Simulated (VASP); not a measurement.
A run of VASP 6.6.1 is set up as follows.

File INCAR:

```
SYSTEM = Se
ALGO = Fast
EDIFF = 1E-7
EDIFFG = -0.04
ENCUT = 600
GGA = PS
IBRION = 2
ISIF = 3
ISMEAR = 0
LASPH = .True.
LCHARG = .False.
LREAL = .False.
LWAVE = .False.
NELM = 100
NSW = 90
PREC = Accurate
SIGMA = 0.1
```

KPOINTS

```
k-points
0
Gamma
  8 8 8
  0 0 0
```

The input POSCAR:

```
Se
1.0
   -1.6521863053      1.6521863053      2.5135604404
    1.6521863053     -1.6521863053      2.5135604404
    1.6521863053      1.6521863053     -2.5135604404
Se
1
Direct
    0.0000000000      0.0000000000      0.0000000000
```

Potentials or basis: VASP PAW PBE potentials, release 64 (Se).

Run with:

```console
$ cat potpaw_PBE.64/Se/POTCAR > POTCAR
$ mpirun -np 1 vasp_std > vasp.out
```

What does it give for the relaxed volume?

24.10 Å³/atom.

Estimate the relaxed cell.

a = 3.991 Å, b = 3.991 Å, c = 3.991 Å, α = 141.83°, β = 141.83°, γ = 55.09°.

Estimate the band gap on the k mesh.

none (metal or under the smearing width).

What does it give for the space group after relaxing (to 0.05 Å)?

I4/mmm (No. 139).

Final structure:
```
Se
1.0
    -1.30493    1.30493    3.53842
     1.30493   -1.30493    3.53842
     1.30493    1.30493   -3.53842
Se
1
Direct
  0.00000 0.00000 0.00000
```

Caveat: the PAW data sets were made with another functional, which shifts forces and pressure a little.
